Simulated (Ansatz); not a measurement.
# BN: the cost of one run

Program: Ansatz 0.2.0. Level of theory: DFT r2SCAN, scalar-relativistic, plane waves, PAW. These are calculated values, not measurements.

2 further runs of the same task are left out: 2 set aside as unsound or not needed.

## (1) The structure to begin with

Symmetry: F-43m, No. 216, cubic system. Conventional cell: a = 3.610 Å, b = 3.610 Å, c = 3.610 Å, α = 90.00°, β = 90.00°, γ = 90.00°. Around B (site symmetry -43m) lie 4 N at 1.56 Å. N (site symmetry -43m) is surrounded by 4 B at 1.56 Å.

Structure file:

```
CELL_PARAMETERS angstrom
0.00000 1.80481 1.80481
1.80481 0.00000 1.80481
1.80481 1.80481 0.00000
ATOMIC_POSITIONS crystal
B 0.00000 0.00000 0.00000
N 0.75000 0.75000 0.75000
```

It goes back to an entry of the Materials Project.

It is the result of an earlier relaxation at this level (volume 5.88 Å³/atom; gap on the mesh: 5.00 eV).

## (2) Zero of energy

Reference values: F = -544.0066 eV; pressure 0.03 GPa; largest force 0.000 eV/Å; gap on the mesh 5.00 eV. It was computed beforehand with the settings of the runs below.

## (3) The disturbance

All atoms moved at random, sigma 0.25 Å a component. Displacements in the unstrained cell, with the mean shift removed:

```csv
atom,ux (Å),uy (Å),uz (Å)
B1,-0.070,0.036,0.185
N2,0.070,-0.036,-0.185
```

## (4) Single point of the disturbed structure

Contents of input.yaml:

```yaml
crystal:
  lattice:
    - [0.0, 1.8048137541, 1.8048137541]
    - [1.8048137541, 0.0, 1.8048137541]
    - [1.8048137541, 1.8048137541, 0.0]
  atoms:
    - { symbol: B, position: [0.0806447576, 0.0219402832, -0.0608007498] }
    - { symbol: "N", position: [0.6693552424, 0.7280597168, 0.8108007498] }
basis:
  ecutwfc: 500
kpoints:
  mp_grid: { grid: [10, 10, 10] }
hamiltonian:
  xc: r2scan
scf:
  occupations: { method: gaussian, width: 0.05 }
output:
  forces: true
  stress: true
  eigenvalues: true
  write_density: true
  write_potential: true
  elf: true
  volumetric_format: npy
```

On the command line:

```
$ ansatz run input.yaml --threads 2 --pin off --max-ram 5120MiB --backend cpu --events-out ev --progress --plain --runs-dir out
```

What time and memory should one allow on 2 threads of Arm Neoverse V1, shared host?

About 7.9 s, with a peak of 0.4 GiB.
